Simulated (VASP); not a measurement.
# GaN (P6_3mc) in VASP: a series of runs

Runs on GaN. Level: PBE. Tasks: single point.

Everything below comes from runs of VASP 6.6.1. Logs are shortened: lines on timing, memory, paths and dates and some standing lists are left out, and cuts for length are marked.

**1. The structure**

It takes space group P6_3mc (No. 186, hexagonal). Conventional cell: a = 3.180 Å, b = 3.180 Å, c = 5.166 Å, α = 90.00°, β = 90.00°, γ = 120.00°. Ga (site symmetry 3m) has 4 N at 1.94 to 1.95 Å as nearest neighbours. N (site symmetry 3m) has 4 Ga at 1.94 to 1.95 Å as nearest neighbours.

**2. Single point, PBE**

Input file INCAR:

```
PREC = Accurate
ENCUT = 400
EDIFF = 1E-7
ISMEAR = 0
SIGMA = 0.05
LREAL = F
LASPH = T
NELM = 100
ALGO = Normal
ISIF = 2
LWAVE = F
LCHARG = F
GGA = PE
ADDGRID = F
```

Input file KPOINTS:

```
Automatic mesh
0
Gamma
  4 4 2
```

Input file POSCAR:

```
GaN
1.0
    3.1800000000      0.0000000000      0.0000000000
   -1.5900000000      2.7539607840      0.0000000000
    0.0000000000      0.0000000000      5.1660000000
Ga N
2 2
Direct
    0.6666666667      0.3333333333      0.5000000000
    0.3333333333      0.6666666667      0.0000000000
    0.6666666667      0.3333333333      0.8750000000
    0.3333333333      0.6666666667      0.3750000000
```

Potentials or basis: VASP PAW PBE potentials, release 64 (Ga, N).

Run with:

```bash
$ cat potpaw_PBE.64/Ga/POTCAR potpaw_PBE.64/N/POTCAR > POTCAR
$ mpirun -np 1 vasp_std > vasp.out
```

OUTCAR:

```text
PREC = Accurate
   ENCUT = 400
   EDIFF = 1E-7
   ISMEAR = 0
   LREAL = F
   LASPH = T
   NELM = 100
   ISIF = 2
   GGA = PE

 Found      8 irreducible k-points:

 Following reciprocal coordinates:
            Coordinates               Weight
  0.000000  0.000000  0.000000      1.000000
  0.250000  0.000000  0.000000      6.000000
  0.500000  0.000000  0.000000      3.000000
  0.250000  0.250000  0.000000      6.000000
  0.000000  0.000000  0.500000      1.000000
  0.250000  0.000000  0.500000      6.000000
   k-points           NKPTS =      8   k-points in BZ     NKDIM =      8   number of bands    NBANDS=     12
   number of dos      NEDOS =    301   number of ions     NIONS =      4
   total plane-waves  NPLWV =  20736
   dimension x,y,z NGX =    24 NGY =   24 NGZ =   36
   dimension x,y,z NGXF=    48 NGYF=   48 NGZF=   72
   ions per type =               2   2
   NGX,Y,Z   is equivalent  to a cutoff of  12.55, 12.55, 11.59 a.u.
   NGXF,Y,Z  is equivalent  to a cutoff of  25.09, 25.09, 23.17 a.u.
 SYSTEM =  unknown system
   PREC   = accura    normal or accurate (medium, high low for compatibility)
   ISTART =      0    job   : 0-new  1-cont  2-samecut
   ICHARG =      2    charge: 1-file 2-atom 10-const
   ISPIN  =      1    spin polarized calculation?
   LNONCOLLINEAR =      F non collinear calculations
   LSORBIT =      F    spin-orbit coupling
   LASPH  =      T    aspherical Exc in radial PAW
   ENCUT  =  400.0 eV  29.40 Ry    5.42 a.u.   5.19  5.19  8.42*2*pi/ulx,y,z
   NELM   =    100;   NELMIN=  2; NELMDL= -5     # of ELM steps
   EDIFF  = 0.1E-06   stopping-criterion for ELM
   LREAL  =      F    real-space projection
   EDIFFG = 0.1E-05   stopping-criterion for IOM
   NSW    =      0    number of steps for IOM
   IBRION =     -1    ionic relax: 0-MD 1-quasi-New 2-CG
   NFREE  =      0    steps in history (QN), initial steepest desc. (CG)
   ISIF   =      2    stress and relaxation
   ISYM   =      2    0-nonsym 1-usesym 2-fastsym
   POTIM  = 0.5000    time-step for ionic-motion
   TEBEG  =    0.0;   TEEND  =   0.0 temperature during run
   PSTRESS=    0.0 pullay stress
   NELECT =      16.0000    total number of electrons
   NUPDOWN=      -1.0000    fix difference up-down
   EMIN   =  10.00;   EMAX   =-10.00  energy-range for DOS
   EFERMI =   0.00;   METHOD = LEGACY
   ISMEAR =     0;   SIGMA  =   0.05  broadening in eV -4-tet -1-fermi 0-gaus
   EFERMI_NEDOS =   21; number of points for ismear=-14 and -15
   IALGO  =     38    algorithm
   IMIX   =      4    mixing-type and parameters
     AMIX     =   0.40;   BMIX     =  1.00
     AMIX_MAG =   1.60;   BMIX_MAG =  1.00
  volume/ion in A,a.u.               =      11.31        76.33
  Fermi-wavevector in a.u.,A,eV,Ry     =   1.157715  2.187764 18.235949  1.340304
  Thomas-Fermi vector in A             =   2.294324
   LORBIT       =      0    0 simple, 1 ext, 2 COOP (PROOUT), +10 PAW based schemes
   GGA     = PE    functional components
   LHFCALC =     F    Hartree Fock is set to
   AEXX    =    0.0000 exact exchange contribution
   IVDW    =     0    specifies the selected vdW correction
   LEPSILON=     F    determine dielectric tensor
   LRPA    =     F    only Hartree local field effects (RPA)
 non-spin polarized calculation
 Gauss-broadening in eV      SIGMA  =   0.05
  energy-cutoff  :      400.00
  volume of cell :       45.24
 maximum number of plane-waves:       834
 NGX is ok and might be reduce to    24
   NGX = 11   NGY = 11   NGZ = 17

 number of electron      15.9999999 magnetization

 Free energy of the ion-electron system (eV)
  ---------------------------------------------------
  ext. energy  EPLUGINS =         0.00000000
  ---------------------------------------------------
  free energy    TOTEN  =       -24.15975557 eV

  energy without entropy =      -24.15975557  energy(sigma->0) =      -24.15975557

 E-fermi :   3.3641     XC(G=0): -10.9037

 val. band max:        3.1041874803   @ k =   0.0000   0.0000   0.0000
 cond. band min:       5.1398145757   @ k =   0.0000   0.0000   0.0000
 fundamental gap:      2.0356270954
 Fermi energy:         3.3640551343

 k-point     1 :       0.0000    0.0000    0.0000
  band No.  band energies     occupation
      1     -12.9088      2.00000
      2     -10.4921      2.00000
      3      -3.9889      2.00000
      4       2.0493      2.00000
      5       2.0493      2.00000
      6       3.0469      2.00000
      7       3.1042      2.00000
      8       3.1042      2.00000
      9       5.1398      0.00000
     10       7.4987      0.00000
     11      12.4322      0.00000
     12      13.1321      0.00000

 k-point     2 :       0.2500    0.0000    0.0000
  band No.  band energies     occupation
      1     -12.0826      2.00000
      2     -10.0092      2.00000
      3      -3.1731      2.00000
      4      -0.9531      2.00000
      5       0.1769      2.00000
      6       1.1013      2.00000
      7       2.3597      2.00000
      8       2.6222      2.00000
      9       7.5162      0.00000
     10       9.1797      0.00000
     11      10.5837      0.00000
     12      11.7676      0.00000

 k-point     3 :       0.5000    0.0000    0.0000
  band No.  band energies     occupation
      1     -10.6369      2.00000
      2      -9.7911      2.00000
      3      -3.3874      2.00000
      4      -2.1837      2.00000
      5      -1.1472      2.00000
      6       0.3614      2.00000
      7       0.8233      2.00000
      8       2.1285      2.00000
      9       8.2580      0.00000
     10       8.8011      0.00000
     11       9.2528      0.00000
     12      11.8852      0.00000

 k-point     4 :       0.2500    0.2500    0.0000
  band No.  band energies     occupation
      1     -10.7639      2.00000
      2      -9.6676      2.00000
      3      -2.5839      2.00000
      4      -2.0928      2.00000
      5      -1.0315      2.00000
      6      -0.8354      2.00000
      7       1.0056      2.00000
      8       1.1349      2.00000
      9       8.8970      0.00000
     10       9.9230      0.00000
     11      11.0075      0.00000
     12      11.1709      0.00000

 k-point     5 :       0.0000    0.0000    0.5000
  band No.  band energies     occupation
      1     -11.9633      2.00000
      2     -11.9633      2.00000
      3      -0.8542      2.00000
      4      -0.8542      2.00000
      5       2.5638      2.00000
      6       2.5638      2.00000
      7       2.5638      2.00000
      8       2.5638      2.00000
      9       7.4753      0.00000
     10       7.4753      0.00000
     11      11.7379      0.00000
     12      11.7379      0.00000

 k-point     6 :       0.2500    0.0000    0.5000
  band No.  band energies     occupation
      1     -11.2356      2.00000
      2     -11.2356      2.00000
      3      -1.5905      2.00000
      4      -1.5905      2.00000
      5       1.0027      2.00000
      6       1.0027      2.00000
      7       1.8068      2.00000
      8       1.8068      2.00000
      9       8.4453      0.00000
     10       8.4453      0.00000
     11      10.9123      0.00000
     12      10.9123      0.00000

 [... further k-points ...]

------------------------ aborting loop because EDIFF is reached ----------------------------------------

  FORCE on cell =-STRESS in cart. coord.  units (eV):
  Direction    XX          YY          ZZ          XY          YZ          ZX
  --------------------------------------------------------------------------------------
  -------------------------------------------------------------------------------------
  Total        2.7910668      2.7910668      3.2458908      0.0000000      0.0000000      0.0000000
  in kB       98.8420019     98.8420019    114.9490035      0.0000000      0.0000000      0.0000000
  external PRESSURE =     104.2110024 kB  Pullay stress =       0.0000000 kB

 VOLUME and BASIS-vectors are now :
 -----------------------------------------------------------------------------
  energy-cutoff  :      400.00
  volume of cell :       45.24
      direct lattice vectors                 reciprocal lattice vectors
     3.180000000  0.000000000  0.000000000     0.314465409  0.181556688  0.000000000
    -1.590000000  2.753960784  0.000000000     0.000000000  0.363113377  0.000000000
     0.000000000  0.000000000  5.166000000     0.000000000  0.000000000  0.193573364

 POSITION                                       TOTAL-FORCE (eV/Angst)
 -----------------------------------------------------------------------------------
      1.59000      0.91799      2.58300        -0.000000      0.000000     -0.168052
     -0.00000      1.83597      0.00000        -0.000000      0.000000     -0.168052
      1.59000      0.91799      4.52025         0.000000     -0.000000      0.168052
     -0.00000      1.83597      1.93725        -0.000000      0.000000      0.168052
 -----------------------------------------------------------------------------------
    total drift:                               -0.000000     -0.000000     -0.000955

  FREE ENERGIE OF THE ION-ELECTRON SYSTEM (eV)
  ---------------------------------------------------
  free  energy   TOTEN  =       -24.1597555698 eV

  energy  without entropy=      -24.1597555698  energy(sigma->0) =      -24.15975557
```

Run time: 5.2 s. Hardware: 1 thread of Intel Xeon 6975P-C (Granite Rapids), shared host; peak memory 0.15 GiB.

The run converged, but some of its settings lie outside the range that counts as converged, so its numbers aren't taken as properties of the crystal.

What came out:

| Property | Result |
| --- | --- |
| Free energy | -24.1598 eV |
| Largest force | 0.168 eV/Å |
| Band gap on the k mesh | 2.04 eV, direct |

Caveat: the k mesh is coarse (spacing up to 0.61 Å⁻¹), so the values aren't converged; the cutoff is under 1.25 times the usual one of these potentials, so pressure, stress and relaxed cells hold a basis-set (Pulay) error.

**3. Single point, PBE**

INCAR is that of step 2.

KPOINTS is that of step 2.

Input file POSCAR:

```
GaN
1.0
    3.1800000000      0.0000000000      0.0000000000
   -1.5900000000      2.7539607840      0.0000000000
    0.0000000000      0.0000000000      5.1660000000
Ga N
2 2
Direct
    0.6521390000      0.3316270000      0.5245870000
    0.3764220000      0.6884330000      0.0161300000
    0.6603830000      0.3218970000      0.8783140000
    0.3311160000      0.6688000000      0.3826530000
```

Potentials or basis: VASP PAW PBE potentials, release 64 (Ga, N).

Run with:

```bash
$ cat potpaw_PBE.64/Ga/POTCAR potpaw_PBE.64/N/POTCAR > POTCAR
$ mpirun -np 1 vasp_std > vasp.out
```

It took 5.8 s on 1 thread of Intel Xeon 6975P-C (Granite Rapids), shared host; peak memory 0.15 GiB.

These settings aren't checked as converged: the numbers below hold their error.

What came out:

```yaml
Free_energy: -23.8800 eV
Largest_force: 2.703 eV/Å
Band_gap_on_the_k_mesh: 1.83 eV, direct
```

Caveat: the k mesh is coarse (spacing up to 0.61 Å⁻¹), so the values aren't converged; the cutoff is under 1.25 times the usual one of these potentials, so pressure, stress and relaxed cells hold a basis-set (Pulay) error.

**4. The reference run**

An earlier run on the cell as given: functional PBEsol; potentials or basis VASP PAW PBE potentials, release 64 (Ga_d, N); cutoff 520 eV; k mesh 10 × 10 × 5; occupations fermi-dirac, width 0.05 eV; no spin polarisation.

* Pressure: 0.8 GPa
* Largest force: 0.131 eV/Å
* Band gap on the k mesh: 1.93 eV, direct
